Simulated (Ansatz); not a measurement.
# Molecular dynamics of C

Input file:

```yaml
accuracy: low
crystal:
  lattice:
    - [0.0, 3.628535, 3.628535]
    - [3.628535, 0.0, 3.628535]
    - [3.628535, 3.628535, 0.0]
  atoms:
    - { symbol: C, position: [0.04368251, -0.00656073, -0.04411591] }
    - { symbol: C, position: [0.1437254, 0.15973647, 0.10394438] }
    - { symbol: C, position: [0.00843982, -0.005254, 0.4895414] }
    - { symbol: C, position: [0.11571152, 0.12584468, 0.64788399] }
    - { symbol: C, position: [-0.01383284, 0.52598086, -0.02476037] }
    - { symbol: C, position: [0.10248903, 0.62005144, 0.11432017] }
    - { symbol: C, position: [-0.01026267, 0.48569714, 0.51979391] }
    - { symbol: C, position: [0.13983748, 0.6026994, 0.63535265] }
    - { symbol: C, position: [0.49050775, 0.0218183, -0.00896367] }
    - { symbol: C, position: [0.63081195, 0.12265257, 0.12568411] }
    - { symbol: C, position: [0.50169835, -0.01781897, 0.54814269] }
    - { symbol: C, position: [0.63054299, 0.12947155, 0.60831674] }
    - { symbol: C, position: [0.47996238, 0.47074577, 0.00746727] }
    - { symbol: C, position: [0.60587303, 0.64587973, 0.12306867] }
    - { symbol: C, position: [0.52183512, 0.4928145, 0.49719121] }
    - { symbol: C, position: [0.60897818, 0.62624129, 0.65713276] }
basis:
  ecutwfc: 420.0
kpoints:
  mp_grid: { grid: [3, 3, 3] }
hamiltonian:
  xc: pbe
scf:
  occupations: { method: fermi_dirac, width: 0.3 }
  lower_state_search: "off"
md:
  timestep: 1
  n_steps: 130
  ensemble: nve
  temperature: 2100.0
  initial_velocities: maxwell_boltzmann
  seed: 528334
```

Run as:

```bash
$ ansatz run input.yaml --threads 1 --pin off --max-ram 3072MiB --backend cpu --events-out ev --progress --plain --runs-dir out
```

It goes on from the last frame of an earlier run, with new velocities.

Output, in part (step lines):

```
md step     0: t =     0.00 fs  T =  2100.0 K  F+E_penalty+E_count = -4007.16000989 eV  E_kin = 4.071690 eV  conserved = -4003.08831993 eV  (7 SCF iters)
md step     1: t =     1.00 fs  T =  2370.6 K  F+E_penalty+E_count = -4007.68994473 eV  E_kin = 4.596395 eV  conserved = -4003.09355006 eV  (7 SCF iters)
md step     2: t =     2.00 fs  T =  2688.2 K  F+E_penalty+E_count = -4008.31503810 eV  E_kin = 5.212115 eV  conserved = -4003.10292301 eV  (7 SCF iters)
md step     3: t =     3.00 fs  T =  2982.3 K  F+E_penalty+E_count = -4008.89368964 eV  E_kin = 5.782393 eV  conserved = -4003.11129623 eV  (7 SCF iters)
md step     4: t =     4.00 fs  T =  3187.0 K  F+E_penalty+E_count = -4009.29488853 eV  E_kin = 6.179274 eV  conserved = -4003.11561423 eV  (7 SCF iters)
md step     5: t =     5.00 fs  T =  3264.7 K  F+E_penalty+E_count = -4009.44568734 eV  E_kin = 6.329895 eV  conserved = -4003.11579198 eV  (5 SCF iters)
md step     6: t =     6.00 fs  T =  3210.4 K  F+E_penalty+E_count = -4009.33735849 eV  E_kin = 6.224581 eV  conserved = -4003.11277757 eV  (4 SCF iters)
md step     7: t =     7.00 fs  T =  3046.0 K  F+E_penalty+E_count = -4009.01340320 eV  E_kin = 5.905974 eV  conserved = -4003.10742931 eV  (4 SCF iters)
[... lines left out ...]
md step   129: t =   129.00 fs  T =  2616.6 K  F+E_penalty+E_count = -4008.17758593 eV  E_kin = 5.073282 eV  conserved = -4003.10430429 eV  (4 SCF iters)
md step   130: t =   130.00 fs  T =  2489.9 K  F+E_penalty+E_count = -4007.93043240 eV  E_kin = 4.827663 eV  conserved = -4003.10276898 eV  (7 SCF iters)
```

The steps, from the saved trajectory:

```
time (fs)  T (K)  potential energy less start (eV)  conserved less start (meV/atom)
      0.0   2100                             0.000                             0.00
      4.0   3187                            -2.135                            -1.71
      8.0   2813                            -1.396                            -0.78
     12.0   2102                            -0.008                            -0.25
     16.0   2065                             0.058                            -0.64
     20.0   2057                             0.077                            -0.37
     24.0   2415                            -0.615                            -0.29
     28.0   3094                            -1.954                            -1.66
     32.0   2404                            -0.594                            -0.30
     36.0   2173                            -0.151                            -0.59
     40.0   2558                            -0.902                            -0.88
     44.0   2553                            -0.891                            -0.77
     48.0   2130                            -0.069                            -0.68
     52.0   1873                             0.443                             0.23
     56.0   2822                            -1.414                            -0.94
     60.0   3128                            -2.016                            -1.46
     64.0   1872                             0.437                            -0.29
     68.0   1503                             1.167                             0.58
     72.0   3064                            -1.897                            -1.72
     76.0   3198                            -2.148                            -1.14
     80.0   2187                            -0.179                            -0.63
     84.0   1593                             0.988                             0.24
     88.0   2435                            -0.663                            -0.90
     92.0   2919                            -1.604                            -1.02
     96.0   2554                            -0.891                            -0.68
    100.0   2189                            -0.176                            -0.22
    104.0   2486                            -0.766                            -1.10
    108.0   2331                            -0.455                            -0.49
    112.0   2276                            -0.348                            -0.45
    116.0   2470                            -0.733                            -1.02
    120.0   2362                            -0.512                            -0.31
    124.0   2638                            -1.057                            -0.83
    128.0   2698                            -1.176                            -0.99
```

All steps were run. The conserved energy stayed within 1.9 meV per atom of its start (net change -0.9 meV per atom), so the integration is sound. A run of 0.13 ps of so small a system gives no equilibrium averages. Limits of this set-up: low accuracy level.

Mean squared displacements from the first frame to the last, about the centre of mass: C 0.01 Å².

Last frame:

```xyz
16
Lattice="0.0000 3.6285 3.6285 3.6285 0.0000 3.6285 3.6285 3.6285 0.0000" Properties=species:S:1:pos:R:3
C -0.035 -0.072 0.113
C 0.934 0.882 1.027
C 1.728 1.785 -0.007
C 2.748 2.675 0.924
C 1.841 -0.107 1.832
C 2.658 0.918 2.685
C 3.664 1.876 1.764
C 4.433 2.769 2.712
C 0.102 1.807 1.829
C 0.843 2.768 2.754
C 1.865 3.671 1.730
C 2.694 4.563 2.924
C 1.780 1.810 3.470
C 2.760 2.521 4.525
C 3.604 3.702 3.603
C 4.667 4.716 4.401
```

Run time: 10 min on 1 thread of Arm Neoverse V2, on a shared host, peak memory 0.4 GiB.
